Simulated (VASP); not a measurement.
# ZnO (zincite) (P6_3mc) in VASP: a series of runs

Runs on ZnO (zincite). Level: PBE. Tasks: dielectric tensor.

Everything below comes from runs of VASP 6.6.1. Logs are shortened: lines on timing, memory, paths and dates and some standing lists are left out, and cuts for length are marked.

## Step 1: The structure

The structure is hexagonal, space group P6_3mc (No. 186). Conventional cell: a = 3.249 Å, b = 3.249 Å, c = 5.206 Å, α = 90.00°, β = 90.00°, γ = 120.00°. Around Zn (site symmetry 3m) lie 4 O at 1.97 to 1.98 Å. O (site symmetry 3m) is surrounded by 4 Zn at 1.97 to 1.98 Å.

## Step 2: Dielectric tensor, PBE

Contents of INCAR:

```
SYSTEM = ZnO
PREC     = Accurate       ! precision mode
ENCUT    = 520            ! plane-wave cutoff, eV
EDIFF    = 1E-8           ! SCF threshold, eV
ISMEAR   = 0              ! smearing method
SIGMA    = 0.01           ! smearing width, eV
LREAL    = .FALSE.        ! projectors in reciprocal space
LASPH    = .TRUE.         ! aspherical terms in the spheres
NELM     = 100            ! most SCF steps
ALGO     = Normal         ! electronic algorithm
ISIF     = 2              ! what is computed and relaxed
LWAVE    = .FALSE.        ! write WAVECAR
LCHARG   = .FALSE.        ! write CHGCAR
GGA      = PE             ! functional
LEPSILON = .TRUE.         ! dielectric tensor by DFPT
```

Contents of KPOINTS:

```
Automatic mesh
0
G
  6 6 4
  0 0 0
```

Contents of POSCAR:

```
ZnO
1.0
    3.2493080000      0.0000000000      0.0000000000
   -1.6246540000      2.8139832727      0.0000000000
    0.0000000000      0.0000000000      5.2057090000
Zn O
2 2
Direct
    0.6666666667      0.3333333333      0.0000000000
    0.3333333333      0.6666666667      0.5000000000
    0.3333333333      0.6666666667      0.8790100000
    0.6666666667      0.3333333333      0.3790100000
```

Potentials or basis: VASP PAW PBE potentials, release 64 (Zn, O).

Run with:

```console
$ cat potpaw_PBE.64/Zn/POTCAR potpaw_PBE.64/O/POTCAR > POTCAR
$ mpirun -np 1 vasp_std > vasp.out
```

OUTCAR:

```text
SYSTEM = ZnO
   PREC = Accurate
   ENCUT = 520
   EDIFF = 1E-8
   ISMEAR = 0
   LREAL = .FALSE.
   LASPH = .TRUE.
   NELM = 100
   ISIF = 2
   GGA = PE
   LEPSILON = .TRUE.

 Found     21 irreducible k-points:

 Following reciprocal coordinates:
            Coordinates               Weight
  0.000000  0.000000  0.000000      1.000000
  0.166667  0.000000  0.000000      6.000000
  0.333333 -0.000000  0.000000      6.000000
  0.500000  0.000000  0.000000      3.000000
  0.166667  0.166667  0.000000      6.000000
  0.333333  0.166667  0.000000     12.000000
   k-points           NKPTS =     21   k-points in BZ     NKDIM =     21   number of bands    NBANDS=     22
   number of dos      NEDOS =    301   number of ions     NIONS =      4
   total plane-waves  NPLWV =  23040
   dimension x,y,z NGX =    24 NGY =   24 NGZ =   40
   dimension x,y,z NGXF=    48 NGYF=   48 NGZF=   80
   ions per type =               2   2
   NGX,Y,Z   is equivalent  to a cutoff of  12.28, 12.28, 12.77 a.u.
   NGXF,Y,Z  is equivalent  to a cutoff of  24.56, 24.56, 25.55 a.u.
 SYSTEM =  ZnO
   PREC   = accura    normal or accurate (medium, high low for compatibility)
   ISTART =      0    job   : 0-new  1-cont  2-samecut
   ICHARG =      2    charge: 1-file 2-atom 10-const
   ISPIN  =      1    spin polarized calculation?
   LNONCOLLINEAR =      F non collinear calculations
   LSORBIT =      F    spin-orbit coupling
   LASPH  =      T    aspherical Exc in radial PAW
   ENCUT  =  520.0 eV  38.22 Ry    6.18 a.u.   6.04  6.04  9.68*2*pi/ulx,y,z
   NELM   =    100;   NELMIN=  2; NELMDL= -5     # of ELM steps
   EDIFF  = 0.1E-07   stopping-criterion for ELM
   LREAL  =      F    real-space projection
   EDIFFG = 0.1E-06   stopping-criterion for IOM
   NSW    =      0    number of steps for IOM
   IBRION =     -1    ionic relax: 0-MD 1-quasi-New 2-CG
   NFREE  =      0    steps in history (QN), initial steepest desc. (CG)
   ISIF   =      2    stress and relaxation
   ISYM   =      2    0-nonsym 1-usesym 2-fastsym
   POTIM  = 0.5000    time-step for ionic-motion
   TEBEG  =    0.0;   TEEND  =   0.0 temperature during run
   PSTRESS=    0.0 pullay stress
   NELECT =      36.0000    total number of electrons
   NUPDOWN=      -1.0000    fix difference up-down
   EMIN   =  10.00;   EMAX   =-10.00  energy-range for DOS
   EFERMI =   0.00;   METHOD = LEGACY
   ISMEAR =     0;   SIGMA  =   0.01  broadening in eV -4-tet -1-fermi 0-gaus
   EFERMI_NEDOS =   21; number of points for ismear=-14 and -15
   IALGO  =     38    algorithm
   IMIX   =      4    mixing-type and parameters
     AMIX     =   0.40;   BMIX     =  1.00
[... 204 lines left out ...]
 -----------------------------------------------------------------------------------
    total drift:                               -0.000000     -0.000000     -0.000160

  FREE ENERGIE OF THE ION-ELECTRON SYSTEM (eV)
  ---------------------------------------------------
  free  energy   TOTEN  =       -17.8201215680 eV

  energy  without entropy=      -17.8201215680  energy(sigma->0) =      -17.82012157

 HEAD OF MICROSCOPIC STATIC DIELECTRIC TENSOR (INDEPENDENT PARTICLE, excluding Hartree and local field effects)
 ------------------------------------------------------
           8.209044     0.000000     0.000000
           0.000000     8.209044     0.000000
          -0.000000     0.000000     7.519749
 ------------------------------------------------------

 Free energy of the ion-electron system (eV)
  ---------------------------------------------------
  ---------------------------------------------------
  free energy    TOTEN  =        -0.97293854 eV

  energy without entropy =       -0.97293854

------------------------ aborting loop because EDIFF is reached ----------------------------------------

--------------------------------------- Ionic step        2  -------------------------------------------

------------------------ aborting loop because EDIFF is reached ----------------------------------------

--------------------------------------- Ionic step        3  -------------------------------------------

 Free energy of the ion-electron system (eV)
  ---------------------------------------------------
  ---------------------------------------------------
  free energy    TOTEN  =        -0.88224474 eV

  energy without entropy =       -0.88224474

------------------------ aborting loop because EDIFF is reached ----------------------------------------

 PIEZOELECTRIC TENSOR FIELD DIRECTION 3  (e Angst)
 -----------------------------------------------------------------------------
     1.18517  0.00000  0.00000           (  0.04531  0.00000  0.00000)
    -0.00000  1.18517  0.00000           (  0.00000  0.04531 -0.00000)
     0.00000  0.00000 -2.39412           (  0.00000 -0.00000 -0.11814)

 PIEZOELECTRIC TENSOR FIELD DIRECTION 3  (C/m^2)
 -----------------------------------------------------------------------------
     0.39893  0.00000  0.00000
    -0.00000  0.39893  0.00000
     0.00000  0.00000 -0.80587

 MACROSCOPIC STATIC DIELECTRIC TENSOR (including local field effects in DFT)
 ------------------------------------------------------
           8.097096    -0.000000    -0.000000
           0.000000     8.097096     0.000000
           0.000000     0.000000     7.428419
 ------------------------------------------------------

 PIEZOELECTRIC TENSOR (including local field effects)  for field in x, y, z        (e  Angst)
          XX          YY          ZZ          XY          YZ          ZX
  --------------------------------------------------------------------------------
  x     0.00000     0.00000     0.00000     0.00000     0.00000     1.27358
  y     0.00000    -0.00000     0.00000     0.00000     1.27358     0.00000
  z     1.18517     1.18517    -2.39412     0.00000     0.00000     0.00000

 PIEZOELECTRIC TENSOR (including local field effects)  for field in x, y, z        (C/m^2)
          XX          YY          ZZ          XY          YZ          ZX
  --------------------------------------------------------------------------------
  x     0.00000     0.00000     0.00000     0.00000     0.00000     0.42869
  y     0.00000    -0.00000     0.00000     0.00000     0.42869     0.00000
  z     0.39893     0.39893    -0.80587     0.00000     0.00000     0.00000

 BORN EFFECTIVE CHARGES (including local field effects) (in |e|, cummulative output)
 ---------------------------------------------------------------------------------
 ion    1
    1     2.22299     0.00000     0.00000
    2     0.00000     2.22299     0.00000
    3     0.00000    -0.00000     2.23807
 ion    2
    1     2.22299     0.00000     0.00000
    2     0.00000     2.22299     0.00000
    3     0.00000     0.00000     2.23807
 ion    3
    1    -2.22299     0.00000     0.00000
    2    -0.00000    -2.22299     0.00000
    3     0.00000    -0.00000    -2.23807
 ion    4
    1    -2.22299     0.00000     0.00000
    2    -0.00000    -2.22299     0.00000
    3     0.00000     0.00000    -2.23807
```

OSZICAR:

```text
N       E                     dE             d eps       ncg     rms          rms(c)
DAV:   1     0.282308704076E+03    0.28231E+03   -0.18760E+04   932   0.237E+03
DAV:   2     0.858386059361E+01   -0.27372E+03   -0.26460E+03   990   0.437E+02
DAV:   3    -0.205084991478E+02   -0.29092E+02   -0.28907E+02  1026   0.153E+02
[... 12 lines left out ...]
RMM:   6    -0.881891538419E+00   -0.13627E-02   -0.41195E-05  1518   0.498E-02    0.852E-03
RMM:   7    -0.882137940337E+00   -0.24640E-03   -0.23368E-06  1500   0.109E-02    0.166E-03
RMM:   8    -0.882240008163E+00   -0.10207E-03   -0.15099E-07  1557   0.355E-03    0.383E-04
RMM:   9    -0.882240934375E+00   -0.92621E-06    0.39662E-09  1546   0.759E-04    0.139E-04
RMM:  10    -0.882245074522E+00   -0.41401E-05   -0.10321E-08  1332   0.348E-04    0.264E-05
RMM:  11    -0.882244740645E+00    0.33388E-06   -0.19233E-08   905   0.850E-05    0.670E-06
```

stdout:

```text
POSCAR found type information on POSCAR ZnO
 POSCAR found :  2 types and       4 ions
 scaLAPACK will be used
 LDA part: xc-table for (Slater+PW92), standard interpolation
 POSCAR, INCAR and KPOINTS ok, starting setup
 FFT: planning ... GRIDC
 FFT: planning ... GRID_SOFT
[... 101 lines left out ...]
 onal to |phi(0)> (1.014903219219987E-004,1.340594302234877E-014)
 LRF_COMMUTATOR internal error: the vector H(1)-e(1) S(1) |phi(0)> is not orthog
 onal to |phi(0)> (1.014903219125063E-004,-1.429065140316669E-014)
 Linear response to external field (no local field effect), progress :
  Direction:   1
 dielectric tensor                  component  1 :     7.704    -0.976    -0.283
 Linear response to external field (no local field effect), progress :
  Direction:   2
 dielectric tensor                  component  2 :    -0.976     8.714    -0.201
 Linear response to external field (no local field effect), progress :
  Direction:   3
 dielectric tensor                  compone
```

It took 94 s on 1 thread of Intel Xeon 6975P-C (Granite Rapids), shared host; peak memory 0.26 GiB.

These settings aren't checked as converged: the numbers below hold their error.

What came out:

- Band gap on the k mesh: 0.79 eV, direct
- Electronic dielectric tensor (diagonal): 8.10, 8.10, 7.43
- Born charges (mean of the diagonal): Zn +2.23; O -2.23 e

## Step 3: Dielectric tensor, PBE

INCAR: that of step 2 with these lines changed.

```diff
@@ -2,3 +2,3 @@
 PREC     = Accurate       ! precision mode
-ENCUT    = 520            ! plane-wave cutoff, eV
+ENCUT    = 460            ! plane-wave cutoff, eV
 EDIFF    = 1E-8           ! SCF threshold, eV
```

Contents of KPOINTS:

```
Automatic mesh
0
G
  7 7 4
  0 0 0
```

POSCAR is that of step 2.

Potentials or basis: VASP PAW PBE potentials, release 64 (Zn, O).

Run with:

```console
$ cat potpaw_PBE.64/Zn/POTCAR potpaw_PBE.64/O/POTCAR > POTCAR
$ mpirun -np 1 vasp_std > vasp.out
```

OUTCAR:

```text
SYSTEM = ZnO
   PREC = Accurate
   ENCUT = 460
   EDIFF = 1E-8
   ISMEAR = 0
   LREAL = .FALSE.
   LASPH = .TRUE.
   NELM = 100
   ISIF = 2
   GGA = PE
   LEPSILON = .TRUE.

 Found     24 irreducible k-points:

 Following reciprocal coordinates:
            Coordinates               Weight
  0.000000  0.000000  0.000000      1.000000
  0.142857  0.000000  0.000000      6.000000
  0.285714  0.000000  0.000000      6.000000
  0.428571 -0.000000  0.000000      6.000000
  0.142857  0.142857  0.000000      6.000000
  0.285714  0.142857  0.000000     12.000000
   k-points           NKPTS =     24   k-points in BZ     NKDIM =     24   number of bands    NBANDS=     22
   number of dos      NEDOS =    301   number of ions     NIONS =      4
   total plane-waves  NPLWV =  20736
   dimension x,y,z NGX =    24 NGY =   24 NGZ =   36
   dimension x,y,z NGXF=    48 NGYF=   48 NGZF=   72
   ions per type =               2   2
   NGX,Y,Z   is equivalent  to a cutoff of  12.28, 12.28, 11.50 a.u.
   NGXF,Y,Z  is equivalent  to a cutoff of  24.56, 24.56, 22.99 a.u.
 SYSTEM =  ZnO
   PREC   = accura    normal or accurate (medium, high low for compatibility)
   ISTART =      0    job   : 0-new  1-cont  2-samecut
   ICHARG =      2    charge: 1-file 2-atom 10-const
   ISPIN  =      1    spin polarized calculation?
   LNONCOLLINEAR =      F non collinear calculations
   LSORBIT =      F    spin-orbit coupling
   LASPH  =      T    aspherical Exc in radial PAW
   ENCUT  =  460.0 eV  33.81 Ry    5.81 a.u.   5.68  5.68  9.10*2*pi/ulx,y,z
   NELM   =    100;   NELMIN=  2; NELMDL= -5     # of ELM steps
   EDIFF  = 0.1E-07   stopping-criterion for ELM
   LREAL  =      F    real-space projection
   EDIFFG = 0.1E-06   stopping-criterion for IOM
   NSW    =      0    number of steps for IOM
   IBRION =     -1    ionic relax: 0-MD 1-quasi-New 2-CG
   NFREE  =      0    steps in history (QN), initial steepest desc. (CG)
[... 232 lines left out ...]
           0.000000     0.000000     6.832524
 ------------------------------------------------------

 Free energy of the ion-electron system (eV)
  ---------------------------------------------------
  ---------------------------------------------------
  free energy    TOTEN  =        -0.84101959 eV

  energy without entropy =       -0.84101959

------------------------ aborting loop because EDIFF is reached ----------------------------------------

--------------------------------------- Ionic step        2  -------------------------------------------

------------------------ aborting loop because EDIFF is reached ----------------------------------------

--------------------------------------- Ionic step        3  -------------------------------------------

 Free energy of the ion-electron system (eV)
  ---------------------------------------------------
  ---------------------------------------------------
  free energy    TOTEN  =        -0.79049646 eV

  energy without entropy =       -0.79049646

------------------------ aborting loop because EDIFF is reached ----------------------------------------

 PIEZOELECTRIC TENSOR FIELD DIRECTION 3  (e Angst)
 -----------------------------------------------------------------------------
     1.16688  0.00000  0.00000           (  0.04481  0.00000  0.00000)
     0.00000  1.16688 -0.00000           (  0.00000  0.04481  0.00000)
     0.00000 -0.00000 -2.35867           (  0.00000  0.00000 -0.11870)

 PIEZOELECTRIC TENSOR FIELD DIRECTION 3  (C/m^2)
 -----------------------------------------------------------------------------
     0.39277  0.00000  0.00000
     0.00000  0.39277 -0.00000
     0.00000 -0.00000 -0.79393

 MACROSCOPIC STATIC DIELECTRIC TENSOR (including local field effects in DFT)
 ------------------------------------------------------
           7.115695    -0.000000     0.000000
           0.000000     7.115695     0.000000
           0.000000     0.000000     6.744193
 ------------------------------------------------------

 PIEZOELECTRIC TENSOR (including local field effects)  for field in x, y, z        (e  Angst)
          XX          YY          ZZ          XY          YZ          ZX
  --------------------------------------------------------------------------------
  x     0.00000    -0.00000     0.00000     0.00000     0.00000     1.24428
  y     0.00000     0.00000    -0.00000    -0.00000     1.24428     0.00000
  z     1.16688     1.16688    -2.35867     0.00000    -0.00000     0.00000

 PIEZOELECTRIC TENSOR (including local field effects)  for field in x, y, z        (C/m^2)
          XX          YY          ZZ          XY          YZ          ZX
  --------------------------------------------------------------------------------
  x     0.00000    -0.00000     0.00000     0.00000     0.00000     0.41883
  y     0.00000     0.00000    -0.00000    -0.00000     0.41883     0.00000
  z     0.39277     0.39277    -0.79393     0.00000    -0.00000     0.00000

 BORN EFFECTIVE CHARGES (including local field effects) (in |e|, cummulative output)
 ---------------------------------------------------------------------------------
 ion    1
    1     2.18001    -0.00000     0.00000
    2     0.00000     2.18001    -0.00000
    3    -0.00000     0.00000     2.21550
 ion    2
    1     2.18001     0.00000     0.00000
    2    -0.00000     2.18001    -0.00000
    3     0.00000     0.00000     2.21550
 ion    3
    1    -2.18001     0.00000     0.00000
    2    -0.00000    -2.18001    -0.00000
    3     0.00000     0.00000    -2.21550
 ion    4
    1    -2.18001    -0.00000     0.00000
    2    -0.00000    -2.18001     0.00000
    3    -0.00000     0.00000    -2.21550
```

OSZICAR:

```text
N       E                     dE             d eps       ncg     rms          rms(c)
DAV:   1     0.274640841264E+03    0.27464E+03   -0.17551E+04  1056   0.219E+03
[... 13 lines left out ...]
RMM:   5    -0.788874022439E+00   -0.20489E-02   -0.18102E-04  1605   0.106E-01    0.225E-02
RMM:   6    -0.790190001504E+00   -0.13160E-02   -0.36990E-05  1771   0.468E-02    0.818E-03
RMM:   7    -0.790411659640E+00   -0.22166E-03   -0.21781E-06  1727   0.108E-02    0.147E-03
RMM:   8    -0.790492530561E+00   -0.80871E-04   -0.19555E-08  1792   0.310E-03    0.376E-04
RMM:   9    -0.790493362501E+00   -0.83194E-06    0.34850E-07  1778   0.789E-04    0.118E-04
RMM:  10    -0.790496628533E+00   -0.32660E-05    0.90523E-07  1501   0.288E-04    0.257E-05
RMM:  11    -0.790496458118E+00    0.17042E-06    0.28399E-07  1037   0.816E-05    0.840E-06
```

stdout:

```text
POSCAR found type information on POSCAR ZnO
 POSCAR found :  2 types and       4 ions
 scaLAPACK will be used
 LDA part: xc-table for (Slater+PW92), standard interpolation
 POSCAR, INCAR and KPOINTS ok, starting setup
 FFT: planning ... GRIDC
 FFT: planning ... GRID_SOFT
 FFT: planning ... GRID
 WAVECAR not read
[... 50 lines left out ...]
 Linear response to external field (no local field effect), progress :
  Direction:   3
 dielectric tensor                  component  3 :    -0.298    -0.220     6.833
 Linear response to external field, progress :
  Direction:   1
 dielectric tensor                  component  1 :     7.116    -0.379    -0.000
 Linear response to external field, progress :
  Direction:   2
 dielectric tensor                  component  2 :    -0.592     7.116    -0.000
 Linear response to external field, progress :
  Direction:   3
 dielectric tensor                  component  3 :    -0.294    -0.217     6.744
 Born effective charges drift removed
```

Run time: 1.9 min. Hardware: 1 thread of Intel Xeon 6975P-C (Granite Rapids), shared host; peak memory 0.25 GiB.

These settings aren't checked as converged: the numbers below hold their error.

Results:

```yaml
Band_gap_on_the_k_mesh: 0.79 eV, direct
Electronic_dielectric_tensor_diagonal: 7.12, 7.12, 6.74
Born_charges_mean_of_the_diagonal: Zn +2.19; O -2.19 e
```
